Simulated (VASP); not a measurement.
Input of a VASP 6.6.1 run:

The input INCAR:

```
SYSTEM = LuH2
ALGO = Normal
EDIFF = 1E-7
EDIFFG = -0.005
ENCUT = 600
GGA = PS
IBRION = 2
ISIF = 3
ISMEAR = 1
KPAR = 2
LASPH = .TRUE.
LCHARG = .FALSE.
LREAL = .FALSE.
LWAVE = .FALSE.
NELM = 80
NSW = 90
PREC = Accurate
SIGMA = 0.1
```

The input KPOINTS:

```
k-points
0
G
  14 14 14
  0 0 0
```

POSCAR

```
LuH2                                    
1.0
   -0.0000000000      2.4825683824      2.4825683824
    2.4825683824     -0.0000000000      2.4825683824
    2.4825683824      2.4825683824      0.0000000000
  Lu              H             
     1     2
Direct
     0.0000000000000000    0.0000000000000000    0.0000000000000000
     0.2500000000000000    0.2500000000000000    0.2500000000000000
     0.7500000000000000    0.7500000000000000    0.7500000000000000
```

Potentials or basis: VASP PAW PBE potentials, release 64 (Lu, H).

Command:

```sh
$ cat potpaw_PBE.64/Lu/POTCAR potpaw_PBE.64/H/POTCAR > POTCAR
$ mpirun -np 2 vasp_std > vasp.out
```

Q: What does it give for the band gap on the k mesh?

A: None (metal or under the smearing width).

Final structure:
```
CELL_PARAMETERS angstrom
0.00000 2.48257 2.48257
2.48257 0.00000 2.48257
2.48257 2.48257 0.00000
ATOMIC_POSITIONS crystal
Lu 0.00000 0.00000 0.00000
H 0.25000 0.25000 0.25000
H 0.75000 0.75000 0.75000
```

Caveat: the relaxation stopped at its first step, so nothing moved. The run has no spin-orbit coupling, so splittings on Lu are missing.
